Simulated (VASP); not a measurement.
# Rh in VASP: notebook

The runs below take Rh through single point, with PBE.

Everything below comes from runs of VASP 6.6.1. Logs are shortened: lines on timing, memory, paths and dates and some standing lists are left out, and cuts for length are marked.

## 1. The cell of the first run

The cell holds a slab with vacuum, 3 atoms: a = 2.708 Å, b = 2.708 Å, c = 17.830 Å, α = 90.00°, β = 90.00°, γ = 90.00°.

The slab is cut from a database's or a generator's crystal, which needn't be the stable form of the element.

## 2. Single point, PBE (clean slab, lower half held)

Input file INCAR:

```
SYSTEM = Rh
PREC = Accurate
ENCUT = 520
EDIFF = 1E-6
ISMEAR = 0
SIGMA = 0.1
LREAL = .False.
LASPH = .True.
NELM = 60
ALGO = Normal
ISIF = 2
LWAVE = .False.
LCHARG = .False.
LDIPOL = .True.
IDIPOL = 3
DIPOL = 0.5 0.5 0.496
GGA = PE
NBANDS = 30
```

Input file KPOINTS:

```
Automatic mesh
0
Gamma
  11 11 1
  0 0 0
```

Input file POSCAR:

```
Rh
1.0
    2.7081700568      0.0000000000      0.0000000000
    0.0000000000      2.7081700568      0.0000000000
    0.0000000000      0.0000000000     17.8299308236
Rh
3
Direct
    0.5000000000      0.5000000000      0.3925982702
    0.0000000000      0.0000000000      0.4957051584
    0.5000000000      0.5000000000      0.5986415059
```

Potentials or basis: VASP PAW PBE potentials, release 64 (Rh_pv).

Started as:

```bash
> cat potpaw_PBE.64/Rh_pv/POTCAR > POTCAR
> mpirun -np 1 vasp_std > vasp.out
```

OUTCAR:

```text
SYSTEM = Rh
   PREC = Accurate
   ENCUT = 520
   EDIFF = 1E-6
   ISMEAR = 0
   LREAL = .False.
   LASPH = .True.
   NELM = 60
   ISIF = 2
   GGA = PE

 ion  position               nearest neighbor table
   1  0.500  0.500  0.393-   2 2.65   2 2.65   2 2.65   2 2.65
   2  0.000  0.000  0.496-   3 2.65   3 2.65   3 2.65   3 2.65   1 2.65   1 2.65   1 2.65   1 2.65

   3  0.500  0.500  0.599-   2 2.65   2 2.65   2 2.65   2 2.65

  LATTYP: Found a simple tetragonal cell.
 ALAT       =     2.7081700568
 C/A-ratio  =     6.5837559864

  Lattice vectors:

 A1 = (   2.7081700568,   0.0000000000,   0.0000000000)
 A2 = (   0.0000000000,   2.7081700568,   0.0000000000)
 A3 = (   0.0000000000,   0.0000000000,  17.8299308236)

Analysis of symmetry for initial positions (statically):
=====================================================================
 Subroutine PRICEL returns:
 Original cell was already a primitive cell.

 Routine SETGRP: Setting up the symmetry group for a
 simple tetragonal supercell.

 Subroutine GETGRP returns: Found  8 space group operations
 (whereof  8 operations were pure point group operations)
 out of a pool of 16 trial point group operations.

The static configuration has the point symmetry C_4v.

Analysis of symmetry for dynamics (positions and initial velocities):
=====================================================================
 Subroutine PRICEL returns:
 Original cell was already a primitive cell.

 Routine SETGRP: Setting up the symmetry group for a
 simple tetragonal supercell.

 Subroutine GETGRP returns: Found  8 space group operations
 (whereof  8 operations were pure point group operations)
 out of a pool of 16 trial point group operations.

The dynamic configuration has the point symmetry C_4v.

 Subroutine INISYM returns: Found  8 space group operations
 (whereof  8 operations are pure point group operations),
 and found     1 'primitive' translations

----------------------------------------------------------------------------------------

                                     Primitive cell

  volume of cell :     130.7680

  direct lattice vectors                    reciprocal lattice vectors
     2.708170057  0.000000000  0.000000000     0.369253030  0.000000000  0.000000000
     0.000000000  2.708170057  0.000000000     0.000000000  0.369253030  0.000000000
     0.000000000  0.000000000 17.829930824     0.000000000  0.000000000  0.056085467

  length of vectors
     2.708170057  2.708170057 17.829930824     0.369253030  0.369253030  0.056085467

  position of ions in fractional coordinates (direct lattice)
     0.500000000  0.500000000  0.392598270
     0.000000000  0.000000000  0.495705158
[... 85 lines left out ...]
   PSTRESS=    0.0 pullay stress
   NELECT =      45.0000    total number of electrons
   NUPDOWN=      -1.0000    fix difference up-down
   EMIN   =  10.00;   EMAX   =-10.00  energy-range for DOS
   EFERMI =   0.00;   METHOD = LEGACY
   ISMEAR =     0;   SIGMA  =   0.10  broadening in eV -4-tet -1-fermi 0-gaus
   EFERMI_NEDOS =   21; number of points for ismear=-14 and -15
   IALGO  =     38    algorithm
   IMIX   =      4    mixing-type and parameters
     AMIX     =   0.40;   BMIX     =  1.00
     AMIX_MAG =   1.60;   BMIX_MAG =  1.00
  volume/ion in A,a.u.               =      43.59       294.16
  Fermi-wavevector in a.u.,A,eV,Ry     =   1.147216  2.167924 17.906687  1.316104
  Thomas-Fermi vector in A             =   2.283897
   LORBIT       =      0    0 simple, 1 ext, 2 COOP (PROOUT), +10 PAW based schemes
   GGA     = PE    functional components
   LHFCALC =     F    Hartree Fock is set to
   AEXX    =    0.0000 exact exchange contribution
   IVDW    =     0    specifies the selected vdW correction
   LEPSILON=     F    determine dielectric tensor
   LRPA    =     F    only Hartree local field effects (RPA)
 non-spin polarized calculation
 Gauss-broadening in eV      SIGMA  =   0.10
  energy-cutoff  :      520.00
  volume of cell :      130.77
 maximum number of plane-waves:      3547
   NGX = 11   NGY = 11   NGZ = 67

 dipolmoment           0.000000      0.000000     -0.000071 electrons x Angstroem

 number of electron      45.0000023 magnetization

 dipolmoment           0.000000      0.000000      0.000100 electrons x Angstroem

 Free energy of the ion-electron system (eV)
  ---------------------------------------------------
  ext. energy  EPLUGINS =         0.00000000
  ---------------------------------------------------
  free energy    TOTEN  =       -19.65770253 eV

  energy without entropy =      -19.62686392  energy(sigma->0) =      -19.64228323

 E-fermi :   0.3924     XC(G=0):  -5.5272

 val. band max:        0.3852734821   @ k =   0.3636   0.3636   0.0000
 cond. band min:       0.3925491306   @ k =   0.1818   0.0909   0.0000
 fundamental gap:      0.0072756485
 Fermi energy:         0.3924442384

 k-point     1 :       0.0000    0.0000    0.0000
  band No.  band energies     occupation
      1     -46.4993      2.00000
      2     -46.2993      2.00000
      3     -46.2993      2.00000
      4     -45.6830      2.00000
      5     -45.5979      2.00000
      6     -45.5979      2.00000
[... 682 lines left out ...]
     29      10.4257      0.00000
     30      11.8840      0.00000

------------------------ aborting loop because EDIFF is reached ----------------------------------------

 vacuum level on the upper side and lower side of the slab       (xc-potential included)        -0.150        -0.151

  FORCE on cell =-STRESS in cart. coord.  units (eV):
  Direction    XX          YY          ZZ          XY          YZ          ZX
  --------------------------------------------------------------------------------------
  -------------------------------------------------------------------------------------
  Total       -1.9218071     -1.9218071      0.0002027      0.0000000      0.0000000      0.0000000
  in kB      -23.5460931    -23.5460931      0.0024833      0.0000000      0.0000000      0.0000000
  external PRESSURE =     -15.6965676 kB  Pullay stress =       0.0000000 kB

 VOLUME and BASIS-vectors are now :
 -----------------------------------------------------------------------------
  energy-cutoff  :      520.00
  volume of cell :      130.77
      direct lattice vectors                 reciprocal lattice vectors
     2.708170057  0.000000000  0.000000000     0.369253030  0.000000000  0.000000000
     0.000000000  2.708170057  0.000000000     0.000000000  0.369253030  0.000000000
     0.000000000  0.000000000 17.829930824     0.000000000  0.000000000  0.056085467

 POSITION                                       TOTAL-FORCE (eV/Angst)
 -----------------------------------------------------------------------------------
      1.35409      1.35409      7.00000         0.000000     -0.000000      0.004975
      0.00000      0.00000      8.83839         0.000000     -0.000000     -0.021627
      1.35409      1.35409     10.67374        -0.000000      0.000000      0.016652
 -----------------------------------------------------------------------------------
    total drift:                               -0.000000     -0.000000     -0.000372

  FREE ENERGIE OF THE ION-ELECTRON SYSTEM (eV)
  ---------------------------------------------------
  free  energy   TOTEN  =       -19.6577025299 eV

  energy  without entropy=      -19.6268639223  energy(sigma->0) =      -19.64228323

 vacuum level on the upper side and lower side of the slab         5.213         5.215
```

stdout:

```text
POSCAR found type information on POSCAR Rh
 POSCAR found :  1 types and       3 ions
 scaLAPACK will be used
 LDA part: xc-table for (Slater+PW92), standard interpolation
 POSCAR, INCAR and KPOINTS ok, starting setup
 FFT: planning ... GRIDC
 FFT: planning ... GRID_SOFT
 FFT: planning ... GRID
 WAVECAR not read
 entering main loop
```

Wall time 83 s (1 thread of AMD EPYC 7R13 (Zen 3), shared host); peak memory 0.21 GiB.

Results:

* Free energy: -19.6577 eV
* Largest force: 0.022 eV/Å
* Band gap on the k mesh: none (metal or under the smearing width)

Forces in eV/Å, atoms in the order of the input:
```
Rh   0.000  0.000  0.005
Rh   0.000  0.000 -0.022
Rh   0.000  0.000  0.017
```

## 3. Single point, PBE (the clean substrate in the cell of the map)

Input file INCAR:

```
SYSTEM = Rh
ALGO = Fast ; DIPOL = 0.5 0.5 0.269
EDIFF = 1E-7 ; ENCUT = 520
GGA = PE ; IDIPOL = 3
ISIF = 2 ; ISMEAR = 0
LASPH = .TRUE. ; LCHARG = .FALSE.
LDIPOL = .TRUE. ; LREAL = .FALSE.
LWAVE = .FALSE. ; NBANDS = 102
NELM = 80 ; PREC = Accurate
SIGMA = 0.1
```

Input file KPOINTS:

```
k-points
0
G
  5 5 1
  0 0 0
```

Input file POSCAR:

```
Rh
1.0
    5.4163401137      0.0000000000      0.0000000000
    0.0000000000      5.4163401137      0.0000000000
    0.0000000000      0.0000000000     21.6737366391
Rh
12
Direct
    0.2500000000      0.2500000000      0.1845551631
    0.2500000000      0.7500000000      0.1845551631
    0.7500000000      0.2500000000      0.1845551631
    0.7500000000      0.7500000000      0.1845551631
    0.0000000000      0.0000000000      0.2693761940
    0.0000000000      0.5000000000      0.2693761940
    0.5000000000      0.0000000000      0.2693761940
    0.5000000000      0.5000000000      0.2693761940
    0.2500000000      0.2500000000      0.3540569292
    0.2500000000      0.7500000000      0.3540569292
    0.7500000000      0.2500000000      0.3540569292
    0.7500000000      0.7500000000      0.3540569292
```

Potentials or basis: VASP PAW PBE potentials, release 64 (Rh_pv).

Started as:

```bash
> cat potpaw_PBE.64/Rh_pv/POTCAR > POTCAR
> mpirun -np 1 vasp_std > vasp.out
```

OUTCAR:

```text
SYSTEM = Rh
   EDIFF = 1E-7
   ENCUT = 520
   GGA = PE
   ISIF = 2
   ISMEAR = 0
   LASPH = .TRUE.
   LREAL = .FALSE.
   NELM = 80
   PREC = Accurate

 ion  position               nearest neighbor table
   1  0.250  0.250  0.185-   5 2.65   6 2.65   7 2.65   8 2.65   2 2.71   3 2.71   2 2.71   3 2.71

   2  0.250  0.750  0.185-   5 2.65   6 2.65   7 2.65   8 2.65   1 2.71   4 2.71   1 2.71   4 2.71

   3  0.750  0.250  0.185-   5 2.65   6 2.65   7 2.65   8 2.65   1 2.71   4 2.71   4 2.71   1 2.71
[... 25 lines left out ...]
 A1 = (   5.4163401137,   0.0000000000,   0.0000000000)
 A2 = (   0.0000000000,   5.4163401137,   0.0000000000)
 A3 = (   0.0000000000,   0.0000000000,  21.6737366391)

Analysis of symmetry for initial positions (statically):
=====================================================================
 Subroutine PRICEL returns following result:

  LATTYP: Found a simple tetragonal cell.
 ALAT       =     2.7081700568
 C/A-ratio  =     8.0030929314

  Lattice vectors:

 A1 = (   2.7081700568,   0.0000000000,   0.0000000000)
 A2 = (   0.0000000000,   2.7081700568,   0.0000000000)
 A3 = (   0.0000000000,   0.0000000000,  21.6737366391)

   4 primitive cells build up your supercell.

 Routine SETGRP: Setting up the symmetry group for a
 simple tetragonal supercell.

 Subroutine GETGRP returns: Found  8 space group operations
 (whereof  8 operations were pure point group operations)
 out of a pool of 16 trial point group operations.

The static configuration has the point symmetry C_4v.

Analysis of symmetry for dynamics (positions and initial velocities):
=====================================================================
[... 138 lines left out ...]
  energy-cutoff  :      520.00
  volume of cell :      635.84
 maximum number of plane-waves:     17146
   NGX = 21   NGY = 21   NGZ = 81

 dipolmoment           0.000000      0.000000     -0.004554 electrons x Angstroem

 number of electron     180.0000091 magnetization

 dipolmoment           0.000000      0.000000      0.000301 electrons x Angstroem

 Free energy of the ion-electron system (eV)
  ---------------------------------------------------
  ext. energy  EPLUGINS =         0.00000000
  ---------------------------------------------------
  free energy    TOTEN  =       -78.65118851 eV

  energy without entropy =      -78.55058247  energy(sigma->0) =      -78.60088549

 E-fermi :  -0.5493     XC(G=0):  -4.5509

 val. band max:       -0.5810539401   @ k =   0.2000   0.0000   0.0000
 cond. band min:      -0.5391578069   @ k =   0.4000   0.0000   0.0000
 fundamental gap:      0.0418961332
 Fermi energy:        -0.5493213461

 k-point     1 :       0.0000    0.0000    0.0000
  band No.  band energies     occupation
      1     -47.5754      2.00000
      2     -47.5754      2.00000
      3     -47.5224      2.00000
      4     -47.5224      2.00000
      5     -47.3947      2.00000
      6     -47.3815      2.00000
[... 619 lines left out ...]
    101       0.4373      0.00000
    102       1.2971      0.00000

------------------------ aborting loop because EDIFF is reached ----------------------------------------

 vacuum level on the upper side and lower side of the slab       (xc-potential included)        -0.074        -0.079

  FORCE on cell =-STRESS in cart. coord.  units (eV):
  Direction    XX          YY          ZZ          XY          YZ          ZX
  --------------------------------------------------------------------------------------
  -------------------------------------------------------------------------------------
  Total       -7.5612256     -7.5612256     -0.4314498      0.0000000      0.0000000      0.0000000
  in kB      -19.0527264    -19.0527264     -1.0871644      0.0000000      0.0000000      0.0000000
  external PRESSURE =     -13.0642057 kB  Pullay stress =       0.0000000 kB

 VOLUME and BASIS-vectors are now :
 -----------------------------------------------------------------------------
  energy-cutoff  :      520.00
  volume of cell :      635.84
      direct lattice vectors                 reciprocal lattice vectors
     5.416340114  0.000000000  0.000000000     0.184626515  0.000000000  0.000000000
     0.000000000  5.416340114  0.000000000     0.000000000  0.184626515  0.000000000
     0.000000000  0.000000000 21.673736639     0.000000000  0.000000000  0.046138791

 POSITION                                       TOTAL-FORCE (eV/Angst)
 -----------------------------------------------------------------------------------
      1.35409      1.35409      4.00000         0.000000     -0.000000      0.033216
      1.35409      4.06226      4.00000         0.000000     -0.000000      0.033216
      4.06226      1.35409      4.00000         0.000000      0.000000      0.033216
      4.06226      4.06226      4.00000         0.000000      0.000000      0.033216
      0.00000      0.00000      5.83839        -0.000000      0.000000     -0.021249
      0.00000      2.70817      5.83839        -0.000000      0.000000     -0.021249
      2.70817      0.00000      5.83839        -0.000000      0.000000     -0.021249
      2.70817      2.70817      5.83839        -0.000000      0.000000     -0.021249
      1.35409      1.35409      7.67374         0.000000     -0.000000     -0.011967
      1.35409      4.06226      7.67374        -0.000000     -0.000000     -0.011967
      4.06226      1.35409      7.67374         0.000000      0.000000     -0.011967
      4.06226      4.06226      7.67374         0.000000     -0.000000     -0.011967
 -----------------------------------------------------------------------------------
    total drift:                               -0.000000      0.000000      0.001289

  FREE ENERGIE OF THE ION-ELECTRON SYSTEM (eV)
  ---------------------------------------------------
  free  energy   TOTEN  =       -78.6511885078 eV

  energy  without entropy=      -78.5505824744  energy(sigma->0) =      -78.60088549

 vacuum level on the upper side and lower side of the slab         4.297         4.292
```

OSZICAR:

```text
N       E                     dE             d eps       ncg     rms          rms(c)
DAV:   1     0.166921851363E+04    0.16692E+04   -0.11263E+05  1648   0.161E+03
DAV:   2    -0.212236395769E+02   -0.16904E+04   -0.16506E+04  1326   0.453E+02
DAV:   3    -0.810813800090E+02   -0.59858E+02   -0.55113E+02  1488   0.798E+01
[... 20 lines left out ...]
RMM:  24    -0.786511830833E+02   -0.17080E-05   -0.48184E-07   767   0.624E-04    0.209E-04
RMM:  25    -0.786511858461E+02   -0.27628E-05   -0.18591E-07   615   0.473E-04    0.379E-04
RMM:  26    -0.786511877014E+02   -0.18553E-05   -0.12558E-07   472   0.398E-04    0.111E-04
RMM:  27    -0.786511884136E+02   -0.71222E-06   -0.64121E-08   482   0.353E-04    0.688E-05
RMM:  28    -0.786511885078E+02   -0.94224E-07   -0.29211E-08   294   0.260E-04
   1 F= -.78651189E+02 E0= -.78600885E+02  d E =-.100606E+00
```

stdout:

```text
POSCAR found type information on POSCAR Rh
 POSCAR found :  1 types and      12 ions
 scaLAPACK will be used
 LDA part: xc-table for (Slater+PW92), standard interpolation
 POSCAR, INCAR and KPOINTS ok, starting setup
 FFT: planning ... GRIDC
 FFT: planning ... GRID_SOFT
 FFT: planning ... GRID
 WAVECAR not read
 entering main loop
```

Run time: 18 min. Hardware: 1 thread of AMD EPYC 7R13 (Zen 3), shared host; peak memory 0.65 GiB.

Results:

* Free energy: -78.6512 eV
* Largest force: 0.033 eV/Å
* Band gap on the k mesh: none (metal or under the smearing width)

Forces in eV/Å, atoms in the order of the input:
```
Rh   0.000  0.000  0.033
Rh   0.000  0.000  0.033
Rh   0.000  0.000  0.033
Rh   0.000  0.000  0.033
Rh   0.000  0.000 -0.021
Rh   0.000  0.000 -0.021
Rh   0.000  0.000 -0.021
Rh   0.000  0.000 -0.021
Rh   0.000  0.000 -0.012
Rh   0.000  0.000 -0.012
Rh   0.000  0.000 -0.012
Rh   0.000  0.000 -0.012
```
